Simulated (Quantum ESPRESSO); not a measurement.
Here is a Quantum ESPRESSO 7.5 calculation.

Contents of pw.in:

```
&CONTROL
  calculation = 'vc-relax'
  prefix = 'pwscf'
  outdir = './tmp'
  pseudo_dir = './pseudo'
  tprnfor = .true.
  tstress = .true.
  disk_io = 'low'
  nstep = 40
  forc_conv_thr = 0.0004
  etot_conv_thr = 1d-05
/
&SYSTEM
  ibrav = 0
  nat = 2
  ntyp = 1
  ecutwfc = 63
  ecutrho = 506
  nbnd = 9
  input_dft = 'pz'
  occupations = 'smearing'
  smearing = 'fd'
  degauss = 0.00367493
/
&ELECTRONS
  conv_thr = 4d-10
  electron_maxstep = 120
  mixing_beta = 0.5
/
&IONS
  ion_dynamics = 'bfgs'
/
&CELL
  cell_dynamics = 'bfgs'
  press = 0
  press_conv_thr = 0.3
/
ATOMIC_SPECIES
Be     9.0122 be_pbe_v1.4.uspp.F.UPF
CELL_PARAMETERS angstrom
   2.2853000000    0.0000000000    0.0000000000
  -1.1426500000    1.9791278553    0.0000000000
   0.0000000000    0.0000000000    3.5842000000
ATOMIC_POSITIONS angstrom
Be     1.1426500001    0.6597092850    2.6881500000
Be    -0.0000000001    1.3194185703    0.8960500000
K_POINTS automatic
13 13 8 0 0 0
```

Potentials or basis: SSSP 1.3 efficiency PBE.

Run with:

```bash
$ OMP_NUM_THREADS=1 pw.x -in pw.in > pw.out
```

Problem. Estimate the space group after relaxing (to 0.05 Å).

Solution. P6_3/mmc (No. 194).

Problem. What does it give for the relaxed volume?

Solution. 7.64 Å³/atom.

Final structure:
```xyz
2
Lattice="2.2408 0.0000 0.0000 -1.1204 1.9406 0.0000 0.0000 0.0000 3.5128" Properties=species:S:1:pos:R:3 pbc="T T T"
Be    1.1204    0.6469    2.6346
Be    0.0000    1.2937    0.8782
```

Caveat: the potentials were made for another functional, which shifts forces and pressure. LDA usually gives volumes a few per cent too small.
